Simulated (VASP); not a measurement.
# Ni (Fm-3m) in VASP: a series of runs

Aim: see how the results for Ni move with the level of theory and the settings. Levels: PBE, revPBE, BLYP, PW91. Tasks: band structure.

Everything below comes from runs of VASP 6.6.1. Logs are shortened: lines on timing, memory, paths and dates and some standing lists are left out, and cuts for length are marked.

## 1. The crystal as given

The structure is cubic, space group Fm-3m (No. 225). The conventional cell has a = 3.475 Å, b = 3.475 Å, c = 3.475 Å, α = 90.00°, β = 90.00°, γ = 90.00°. Ni (site symmetry m-3m) is surrounded by 12 Ni at 2.46 Å.

## 2. Band structure, PBE, collinear spin, ferromagnetic start

INCAR

```
SYSTEM = Ni
PREC = Accurate
ENCUT = 550
EDIFF = 1E-6
ISMEAR = -1
SIGMA = 0.05
LREAL = .FALSE.
LASPH = .TRUE.
NELM = 150
ALGO = Fast
ISIF = 2
LWAVE = .FALSE.
LCHARG = .FALSE.
ISPIN = 2
MAGMOM = 1
LORBIT = 11
LMAXMIX = 4
GGA = PE
```

KPOINTS

```
Automatic mesh
0
G
  13 13 13
  0 0 0
```

POSCAR

```
Ni
1.0
    0.0000000000      1.7375729330      1.7375729330
    1.7375729330      0.0000000000      1.7375729330
    1.7375729330      1.7375729330      0.0000000000
Ni
1
Direct
    0.0000000000      0.0000000000      0.0000000000
```

KPOINTS_OPT

```
path GXWKGLUWLK,UX
15
line-mode
reciprocal
 0.0000000000  0.0000000000  0.0000000000  G
 0.5000000000  0.0000000000  0.5000000000  X

 0.5000000000  0.0000000000  0.5000000000  X
 0.5000000000  0.2500000000  0.7500000000  W

 0.5000000000  0.2500000000  0.7500000000  W
 0.3750000000  0.3750000000  0.7500000000  K

 0.3750000000  0.3750000000  0.7500000000  K
 0.0000000000  0.0000000000  0.0000000000  G

 0.0000000000  0.0000000000  0.0000000000  G
 0.5000000000  0.5000000000  0.5000000000  L

 0.5000000000  0.5000000000  0.5000000000  L
 0.6250000000  0.2500000000  0.6250000000  U

 0.6250000000  0.2500000000  0.6250000000  U
 0.5000000000  0.2500000000  0.7500000000  W

 0.5000000000  0.2500000000  0.7500000000  W
 0.5000000000  0.5000000000  0.5000000000  L

 0.5000000000  0.5000000000  0.5000000000  L
 0.3750000000  0.3750000000  0.7500000000  K

 0.6250000000  0.2500000000  0.6250000000  U
 0.5000000000  0.0000000000  0.5000000000  X
```

Potentials or basis: VASP PAW PBE potentials, release 64 (Ni_GW).

Run with:

```
$ cat potpaw_PBE.64/Ni_GW/POTCAR > POTCAR
$ mpirun -np 1 vasp_std > vasp.out
```

OUTCAR:

```text
SYSTEM = Ni
   PREC = Accurate
   ENCUT = 550
   EDIFF = 1E-6
   ISMEAR = -1
   LREAL = .FALSE.
   LASPH = .TRUE.
   NELM = 150
   ISIF = 2
   ISPIN = 2
   LORBIT = 11
   GGA = PE

 ion  position               nearest neighbor table
   1  0.000  0.000  0.000-

  LATTYP: Found a face centered cubic cell.
 ALAT       =     3.4751458660

  Lattice vectors:

 A1 = (   0.0000000000,   1.7375729330,   1.7375729330)
 A2 = (   1.7375729330,   0.0000000000,   1.7375729330)
 A3 = (   1.7375729330,   1.7375729330,   0.0000000000)

Analysis of symmetry for initial positions (statically):
=====================================================================
 Subroutine PRICEL returns:
 Original cell was already a primitive cell.

 Routine SETGRP: Setting up the symmetry group for a
 face centered cubic supercell.

 Subroutine GETGRP returns: Found 48 space group operations
 (whereof 48 operations were pure point group operations)
 out of a pool of 48 trial point group operations.

The static configuration has the point symmetry O_h .

Analysis of symmetry for dynamics (positions and initial velocities):
=====================================================================
 Subroutine PRICEL returns:
 Original cell was already a primitive cell.

 Routine SETGRP: Setting up the symmetry group for a
 face centered cubic supercell.

 Subroutine GETGRP returns: Found 48 space group operations
 (whereof 48 operations were pure point group operations)
 out of a pool of 48 trial point group operations.

The dynamic configuration has the point symmetry O_h .

Analysis of structural, dynamic, and magnetic symmetry:
=====================================================================
 Subroutine PRICEL returns:
 Original cell was already a primitive cell.

 Routine SETGRP: Setting up the symmetry group for a
 face centered cubic supercell.

 Subroutine GETGRP returns: Found 48 space group operations
 (whereof 48 operations were pure point group operations)
 out of a pool of 48 trial point group operations.

The overall configuration has the point symmetry O_h .

 Subroutine INISYM returns: Found 48 space group operations
 (whereof 48 operations are pure point group operations),
 and found     1 'primitive' translations

----------------------------------------------------------------------------------------

                                     Primitive cell

  volume of cell :      10.4920

  direct lattice vectors                    reciprocal lattice vectors
     0.000000000  1.737572933  1.737572933    -0.287757705  0.287757705  0.287757705
     1.737572933  0.000000000  1.737572933     0.287757705 -0.287757705  0.287757705
     1.737572933  1.737572933  0.000000000     0.287757705  0.287757705 -0.287757705

  length of vectors
     2.457299207  2.457299207  2.457299207     0.498410966  0.498410966  0.498410966

  position of ions in fractional coordinates (direct lattice)
     0.000000000  0.000000000  0.000000000

  ion indices of the primitive-cell ions
   primitive index   ion index
                 1           1

----------------------------------------------------------------------------------------

 KPOINTS: Automatic mesh

Automatic generation of k-mesh.
 Grid dimensions read from file:
 generate k-points for:   13   13   13

 Generating k-lattice:

  Cartesian coordinates                     Fractional coordinates (reciprocal lattice)
    -0.022135208  0.022135208  0.022135208     0.076923077  0.000000000  0.000000000
     0.022135208 -0.022135208  0.022135208     0.000000000  0.076923077  0.000000000
     0.022135208  0.022135208 -0.022135208     0.000000000  0.000000000  0.076923077

  Length of vectors
     0.038339305  0.038339305  0.038339305

  Shift w.r.t. Gamma in fractional coordinates (k-lattice)
     0.000000000  0.000000000  0.000000000

 Subroutine IBZKPT returns following result:
 ===========================================

 Found     84 irreducible k-points:

 Following reciprocal coordinates:
            Coordinates               Weight
  0.000000  0.000000  0.000000      1.000000
  0.076923  0.000000  0.000000      8.000000
  0.153846  0.000000  0.000000      8.000000
  0.230769  0.000000  0.000000      8.000000
  0.307692  0.000000  0.000000      8.000000
  0.384615  0.000000  0.000000      8.000000
[... 16 lines left out ...]
  0.384615  0.153846  0.000000     24.000000
  0.461538  0.153846  0.000000     24.000000
 [... further k-points ...]
   k-points           NKPTS =     84   k-points in BZ     NKDIM =     84   number of bands    NBANDS=     10
   number of dos      NEDOS =    301   number of ions     NIONS =      1
   total plane-waves  NPLWV =   8000
   dimension x,y,z NGX =    20 NGY =   20 NGZ =   20
   dimension x,y,z NGXF=    40 NGYF=   40 NGZF=   40
   ions per type =               1
   NGX,Y,Z   is equivalent  to a cutoff of  13.53, 13.53, 13.53 a.u.
   NGXF,Y,Z  is equivalent  to a cutoff of  27.06, 27.06, 27.06 a.u.
 SYSTEM =  Ni
   PREC   = accura    normal or accurate (medium, high low for compatibility)
   ISTART =      0    job   : 0-new  1-cont  2-samecut
   ICHARG =      2    charge: 1-file 2-atom 10-const
   ISPIN  =      2    spin polarized calculation?
   LNONCOLLINEAR =      F non collinear calculations
   LSORBIT =      F    spin-orbit coupling
   LASPH  =      T    aspherical Exc in radial PAW
   ENCUT  =  550.0 eV  40.42 Ry    6.36 a.u.   4.70  4.70  4.70*2*pi/ulx,y,z
   NELM   =    150;   NELMIN=  2; NELMDL= -5     # of ELM steps
   EDIFF  = 0.1E-05   stopping-criterion for ELM
   LREAL  =      F    real-space projection
   EDIFFG = 0.1E-04   stopping-criterion for IOM
   NSW    =      0    number of steps for IOM
   IBRION =     -1    ionic relax: 0-MD 1-quasi-New 2-CG
   NFREE  =      0    steps in history (QN), initial steepest desc. (CG)
   ISIF   =      2    stress and relaxation
   ISYM   =      2    0-nonsym 1-usesym 2-fastsym
   POTIM  = 0.5000    time-step for ionic-motion
   TEBEG  =    0.0;   TEEND  =   0.0 temperature during run
   PSTRESS=    0.0 pullay stress
   NELECT =      10.0000    total number of electrons
   NUPDOWN=      -1.0000    fix difference up-down
   EMIN   =  10.00;   EMAX   =-10.00  energy-range for DOS
   EFERMI =   0.00;   METHOD = LEGACY
   ISMEAR =    -1;   SIGMA  =   0.05  broadening in eV -4-tet -1-fermi 0-gaus
   EFERMI_NEDOS =   21; number of points for ismear=-14 and -15
   IALGO  =     68    algorithm
   IMIX   =      4    mixing-type and parameters
     AMIX     =   0.40;   BMIX     =  1.00
     AMIX_MAG =   1.60;   BMIX_MAG =  1.00
  volume/ion in A,a.u.               =      10.49        70.80
  Fermi-wavevector in a.u.,A,eV,Ry     =   1.611097  3.044533 35.315755  2.595635
  Thomas-Fermi vector in A             =   2.706542
   LORBIT       =     11    0 simple, 1 ext, 2 COOP (PROOUT), +10 PAW based schemes
   GGA     = PE    functional components
   LHFCALC =     F    Hartree Fock is set to
   AEXX    =    0.0000 exact exchange contribution
   IVDW    =     0    specifies the selected vdW correction
   LEPSILON=     F    determine dielectric tensor
   LRPA    =     F    only Hartree local field effects (RPA)
 spin polarized calculation
 RMM-DIIS sequential band-by-band and
  energy-cutoff  :      550.00
  volume of cell :       10.49
 maximum number of plane-waves:       331
   NGX =  9   NGY =  9   NGZ =  9

 number of electron      10.0000000 magnetization       1.0000000

 number of electron       9.9999999 magnetization       0.6254887

 Free energy of the ion-electron system (eV)
  ---------------------------------------------------
  ext. energy  EPLUGINS =         0.00000000
  ---------------------------------------------------
  free energy    TOTEN  =        -5.48450942 eV

  energy without entropy =       -5.47184917  energy(sigma->0) =       -5.47817930

 E-fermi :   4.9526     XC(G=0): -13.6968

 val. band max:        4.9481622123   @ k =   0.3846   0.0769   0.0000
 cond. band min:       4.9687267087   @ k =  -0.3846   0.0769   0.0000
 fundamental gap:      0.0205644964
 Fermi energy:         4.9526242397

 spin component 1

 k-point     1 :       0.0000    0.0000    0.0000
  band No.  band energies     occupation
      1      -4.3569      1.00000
      2       2.4125      1.00000
      3       2.4125      1.00000
      4       2.4125      1.00000
      5       3.6540      1.00000
      6       3.6540      1.00000
      7      28.7979      0.00000
      8      32.9353      0.00000
      9      32.9353      0.00000
     10      32.9353      0.00000
[... 287 lines left out ...]
 k-point    24 :       0.4615    0.1538    0.0000
  band No.  band energies     occupation
      1       0.2503      1.00000
      2       1.9875      1.00000
      3       2.4321      1.00000
      4       2.8415      1.00000
      5       4.3787      0.99999
      6       5.8055      0.00000
      7      13.0615      0.00000
      8      24.0134      0.00000
      9      25.7670      0.00000
     10      27.9331      0.00000

 [... further k-points ...]

 spin component 2

 k-point     1 :       0.0000    0.0000    0.0000
  band No.  band energies     occupation
      1      -4.3896      1.00000
      2       3.1645      1.00000
      3       3.1645      1.00000
      4       3.1645      1.00000
      5       4.2413      1.00000
      6       4.2413      1.00000
      7      28.6474      0.00000
      8      32.9277      0.00000
      9      32.9277      0.00000
     10      32.9280      0.00000
[... 287 lines left out ...]
 k-point    24 :       0.4615    0.1538    0.0000
  band No.  band energies     occupation
      1       0.6112      1.00000
      2       2.4082      1.00000
      3       3.0312      1.00000
      4       3.4784      1.00000
      5       5.1327      0.02656
      6       6.2758      0.00000
      7      13.3359      0.00000
      8      24.0472      0.00000
      9      25.8509      0.00000
     10      27.9878      0.00000

 [... further k-points ...]

------------------------ aborting loop because EDIFF is reached ----------------------------------------

  FORCE on cell =-STRESS in cart. coord.  units (eV):
  Direction    XX          YY          ZZ          XY          YZ          ZX
  --------------------------------------------------------------------------------------
  -------------------------------------------------------------------------------------
  Total        0.4501790      0.4501790      0.4501790      0.0000000      0.0000000      0.0000000
  in kB       68.7443020     68.7443020     68.7443020      0.0000000      0.0000000      0.0000000
  external PRESSURE =      68.7443020 kB  Pullay stress =       0.0000000 kB

 VOLUME and BASIS-vectors are now :
 -----------------------------------------------------------------------------
  energy-cutoff  :      550.00
  volume of cell :       10.49
      direct lattice vectors                 reciprocal lattice vectors
     0.000000000  1.737572933  1.737572933    -0.287757705  0.287757705  0.287757705
     1.737572933  0.000000000  1.737572933     0.287757705 -0.287757705  0.287757705
     1.737572933  1.737572933  0.000000000     0.287757705  0.287757705 -0.287757705

 POSITION                                       TOTAL-FORCE (eV/Angst)
 -----------------------------------------------------------------------------------
      0.00000      0.00000      0.00000         0.000000      0.000000      0.000000
 -----------------------------------------------------------------------------------
    total drift:                                0.000000     -0.000000      0.000000

  FREE ENERGIE OF THE ION-ELECTRON SYSTEM (eV)
  ---------------------------------------------------
  free  energy   TOTEN  =        -5.4845094202 eV

  energy  without entropy=       -5.4718491717  energy(sigma->0) =       -5.47817930

 total charge

# of ion       s       p       d       f       tot
--------------------------------------------------
    1        0.506   0.525   8.258   0.014   9.303

 magnetization (x)

# of ion       s       p       d       f       tot
--------------------------------------------------
    1       -0.005  -0.024   0.651  -0.000   0.622
```

Run time: 41 s. Hardware: 1 thread of Intel Xeon Platinum 8488C (Sapphire Rapids), shared host; peak memory 0.16 GiB.

Results:

```
Free energy                                           : -5.4845 eV
Pressure                                              : 6.9 GPa
Band gap along the path                               : none (metal or under the smearing width)
Net moment                                            : 0.63 μB per cell
Site moments                                          : Ni +0.62 μB
Valence electrons inside the program's atomic spheres : Ni 9.30
```

(Continued in part 2 of 2.)
